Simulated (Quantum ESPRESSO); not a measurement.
Runs of Quantum ESPRESSO 7.5 on Bi. It takes space group R-3m (No. 166, trigonal). Conventional cell: a = 4.535 Å, b = 4.535 Å, c = 11.814 Å, α = 90.00°, β = 90.00°, γ = 120.00°. Bi (site symmetry 3m) is surrounded by 6 Bi at 3.06 to 3.52 Å. 

```csv
level,ASE optimiser,rVV10 parameter b,dispersion computed by,gap on the mesh (eV),pressure (GPa),relaxed volume (Å³/atom),largest force (eV/Å)
PBEsol+rVV10,LBFGS,6.3,-,none,0.0,33.09,0.01
PBEsol+D4,BFGS,-,dftd4 4.3.1 through ASE,none,0.0,33.62,0.01
PBEsol,FIRE,-,-,none,0.1,34.66,-
PBEsol+D3(BJ),LBFGS,-,-,none,0.0,(a),0.01
PBEsol+D3,LBFGS,-,-,none,0.0,(b),0.01
```

Alike in all rows: task relaxation of cell and atoms; potentials or basis PseudoDojo 0.4.1 SR PBEsol standard; no spin polarisation; cell relaxed; k mesh 6 × 6 × 6; cutoff (eV) 898; smearing fermi-dirac 0.05 eV.

Question: Estimate the missing entries.

Answer: (a) 33.06; (b) 34.01.

Caveats: spin-orbit coupling is left out, which moves the levels of the heavy elements; pairwise dispersion overbinds metals, which lowers pressure and volume (some runs); rVV10's parameter b was fitted to another functional (some runs).

A k mesh can miss the band edges, and the runs leave out spin-orbit coupling on Bi.

A gap of «none» marks a metal or a gap under the smearing width.
